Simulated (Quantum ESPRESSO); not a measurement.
The system is La.

```
La
1.0
    -2.12383    2.12383    2.12383
     2.12383   -2.12383    2.12383
     2.12383    2.12383   -2.12383
La
1
Direct
  0.00000 0.00000 0.00000
```

This isn't the form of La at room conditions, which is double hcp.

| Quantity | Value |
| --- | --- |
| Program | Quantum ESPRESSO 7.5 |
| Task | phonons and electron-phonon coupling |
| Functional | LDA |
| Potentials or basis | GBRV 1.5 LDA |
| Cutoff | 612 eV |
| Density cutoff | 4898 eV |
| k mesh | 8 × 8 × 8 |
| Occupations | methfessel-paxton, width 0.272 eV |
| Spin | no spin polarisation |
| Form of the LDA correlation | PZ81 |
| Mixing beta | 0.5 |
| Most SCF iterations | 120 |
| SCF threshold | 2e-10 Ry |
| q mesh | 4 × 4 × 4 |

The cell and the atoms were relaxed first, to 33.44 Å³/atom (a = 3.515 Å, b = 3.515 Å, c = 3.515 Å, α = 109.47°, β = 109.47°, γ = 109.47°), and the response was taken there.

Task: Is this structure dynamically stable at this level, and how far does the spectrum reach?

Result: No: the interpolated spectrum has imaginary modes, down to 77i cm⁻¹ near q = (0.30, 0.10, 0.30). The highest frequency is 75 cm⁻¹.

Phonon frequencies at the corners of the path (cm⁻¹, interpolated; i marks imaginary ones):
| point | frequencies |
| --- | --- |
| Γ | 0 0 0 |
| H | 65 65 65 |
| N | 64i 48i 46 |
| P | 67i 67i 67i |

Phonon states per cell in windows of 10 cm⁻¹ (negative: imaginary):
| from (cm⁻¹) | total |
| --- | --- |
| -80 | 0.06 |
| -70 | 0.28 |
| -60 | 0.29 |
| -50 | 0.21 |
| -40 | 0.17 |
| -30 | 0.14 |
| -20 | 0.12 |
| -10 | 0.11 |
| 0 | 0.11 |
| 10 | 0.11 |
| 20 | 0.15 |
| 30 | 0.22 |
| 40 | 0.56 |
| 50 | 0.30 |
| 60 | 0.16 |
| 70 | 0.02 |

Caveat: the mesh is thin for the phonons of a metal; some modes are imaginary; the interpolated spectrum has imaginary branches, which spoil the λ, ω_log and α²F that the log prints; λ from interpolated matrix elements is rough: modes that symmetry makes equal can differ by tens of percent.
